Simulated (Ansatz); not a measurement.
Runs of Ansatz 0.2.0 on MgS (Niningerite). Symmetry: Fm-3m, No. 225, cubic system. The conventional cell has a = 5.203 Å, b = 5.203 Å, c = 5.203 Å, α = 90.00°, β = 90.00°, γ = 90.00°. Around S (site symmetry m-3m) lie 6 Mg at 2.60 Å. Mg (site symmetry m-3m) has 6 S at 2.60 Å as nearest neighbours. 

```tsv
task	level	cell	k mesh	smearing	atoms under strain	gap on the mesh (eV)	pressure (GPa)	relaxed volume (Å³/atom)
relaxation of cell and atoms	revPBE+D3(BJ)	relaxed	9 × 9 × 9	fermi-dirac 0.05 eV	-	3.15	0.0	16.78
single point	PBE	as given	9 × 9 × 9	gaussian 0.029 eV	-	2.92	1.2	-
relaxation of cell and atoms	BLYP+D3(BJ)	relaxed	9 × 9 × 9	fermi-dirac 0.05 eV	-	3.08	0.0	(a)
relaxation of cell and atoms	revPBE+D4	relaxed	9 × 9 × 9	fermi-dirac 0.05 eV	-	3.11	0.0	(c)
relaxation of cell and atoms	BLYP+D4	relaxed	9 × 9 × 9	fermi-dirac 0.05 eV	-	3.01	0.0	(b)
Born charges and dielectric tensor	LDA	as given	9 × 9 × 9	fixed	-	2.69	-	-
elastic constants	LDA	as given	7 × 7 × 7	fixed	relaxed	2.77	-3.3	-
phonons	LDA	as given	7 × 7 × 7	fixed	-	2.77	-	-
single point	PBE	as given	9 × 9 × 9	gaussian 0.03 eV	-	2.92	1.2	-
```

Alike in all rows: potentials or basis Ansatz PAW; no spin polarisation; cutoff (eV) 420.

**Question.** Estimate the missing entries.

**Answer.** (a) 16.80; (b) 17.27; (c) 17.08.

Caveats: odd divisions of the mesh miss points on the zone boundary, where band edges often lie, so the gap on the mesh can be too wide; the PAW data sets come from PBE, with cores solved anew for the run's functional, which leaves a small shift of forces and pressure (some runs); the plane-wave basis is chosen anew once the cell has moved, so the energies of steps on either side of that aren't comparable (some runs); the cell is more than 3 GPa from zero pressure, which shifts response properties (some runs).

A k mesh can miss the band edges.
